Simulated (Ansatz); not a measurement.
# Si: the cost of one run

Computed with Ansatz 0.2.0 (DFT PBEsol, scalar-relativistic, plane waves, PAW, unless a step's input says otherwise).

2 further runs of the same task are left out: 2 set aside as unsound or not needed.

## Step 1: Starting point

It takes space group P6_3/mmc (No. 194, hexagonal). Conventional cell: a = 3.825 Å, b = 3.825 Å, c = 6.324 Å, α = 90.00°, β = 90.00°, γ = 120.00°. Around Si (site symmetry 3m) lie 4 Si at 2.35 to 2.37 Å.

Coordinates:

```cif
data_structure
_symmetry_space_group_name_H-M 'P6_3/mmc'
_symmetry_Int_Tables_number 194
_cell_length_a 3.8249
_cell_length_b 3.8249
_cell_length_c 6.3243
_cell_angle_alpha 90.000
_cell_angle_beta 90.000
_cell_angle_gamma 120.000
_cell_volume 80.13
loop_
_atom_site_label
_atom_site_type_symbol
_atom_site_symmetry_multiplicity
_atom_site_Wyckoff_symbol
_atom_site_fract_x
_atom_site_fract_y
_atom_site_fract_z
_atom_site_occupancy
Si1 Si 4 f 0.33333 0.66667 0.06300 1
```

It goes back to an entry of the Materials Project, which need not be the stable form.

It is the result of an earlier relaxation at this level (volume 20.03 Å³/atom; gap on the mesh: 0.30 eV).

## Step 2: Cutting the slab

Miller indices refer to the conventional cell of the relaxed bulk, P6_3/mmc (No. 194): a = 3.825 Å, b = 3.825 Å, c = 6.324 Å, α = 90.00°, β = 90.00°, γ = 120.00°.

A (001) slab, 10.3 Å thick as cut, with 17 Å of vacuum; its outer planes are Si (top) and Si (bottom).

The slab as cut. Layers, bottom to top:

```tsv
plane	atoms per cell	height over the lowest (Å)
1	Si	0.00
2	Si	0.80
3	Si	3.16
4	Si	3.96
5	Si	6.32
6	Si	7.12
7	Si	9.49
8	Si	10.28
```

## Step 3: Relaxing the clean slab

File input.yaml:

```yaml
crystal:
  lattice:
    - [3.8248883485, 0.0, 0.0]
    - [-1.9124441742, 3.3124504764, 0.0]
    - [0.0, 0.0, 27.2832821802]
  atoms:
    - { symbol: Si, position: [0.6666666667, 0.3333333333, 0.3115460942] }
    - { symbol: Si, position: [0.3333333333, 0.6666666667, 0.3407519222] }
    - { symbol: Si, position: [0.3333333333, 0.6666666667, 0.4274467554] }
    - { symbol: Si, position: [0.6666666667, 0.3333333333, 0.4566525834] }
    - { symbol: Si, position: [0.6666666667, 0.3333333333, 0.5433474166] }
    - { symbol: Si, position: [0.3333333333, 0.6666666667, 0.5725532446] }
    - { symbol: Si, position: [0.3333333333, 0.6666666667, 0.6592480778] }
    - { symbol: Si, position: [0.6666666667, 0.3333333333, 0.6884539058] }
basis:
  ecutwfc: 420
kpoints:
  mp_grid: { grid: [9, 9, 1] }
hamiltonian:
  xc: pbesol
scf:
  occupations: { method: gaussian, width: 0.05 }
output:
  forces: true
  eigenvalues: true
relax:
  adjacent_minimum: "off"
  f_tol: 0.03
  max_steps: 70
  constraints: [{ sites: [0, 1, 2, 3] }]
efield:
  axis: 3
  dipole_correction: true
  ramp_width: 0.04
```

Launch:

```
$ ansatz run input.yaml --threads 2 --pin off --max-ram 5120MiB --backend cpu --events-out ev --progress --plain --runs-dir out
```

What time and memory should one allow on 2 threads of Intel Xeon at 2.50GHz (Skylake/Cascade Lake), shared host?

About 35 s, with a peak of 0.56 GiB.
